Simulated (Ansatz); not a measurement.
Crystal: AlFe.

```xyz
2
Lattice="2.9100 0.0000 0.0000 0.0000 2.9100 0.0000 0.0000 0.0000 2.9100" Properties=species:S:1:pos:R:3 pbc="T T T"
Fe    1.4550    1.4550    1.4550
Al    0.0000    0.0000    0.0000
```

Base run:

```yaml
Program: Ansatz 0.2.0
Functional: PBEsol
Potentials_or_basis: Ansatz PAW
Cutoff: "420 eV (not typed: the program's choice for these potentials)"
k_mesh: 8 × 8 × 8
Occupations: fermi-dirac, width 0.05 eV
Spin: collinear spin, ferromagnetic start
Starting_moments: "[2.2, 0.0] μB"
Fixed_moment: 2.2 μB
```

Its results: pressure 1.7 GPa; site moments Fe +2.17; Al -0.03 μB.

Task: After a change of settings the same cell gave: pressure -5.4 GPa; site moments Fe +1.55; Al -0.05 μB. Which change was it?
A. fixed moment from 2.2 μB to 3 μB; moments at the start from [2.2, 0.0] to [3.0, 0.0]
B. fixed moment from 2.2 μB to 0.8 μB; moments at the start from [2.2, 0.0] to [0.8, 0.0]
C. fixed moment from 2.2 μB to 1.5 μB; moments at the start from [2.2, 0.0] to [1.5, 0.0]
D. fixed moment from 2.2 μB to 6 μB; moments at the start from [2.2, 0.0] to [6.0, 0.0]

Result: C.

Caveats: the total moment is fixed, so each spin has its own Fermi level; the PAW data sets come from PBE, with cores solved anew for the run's functional, which leaves a small shift of forces and pressure; the thresholds are loose for stress.
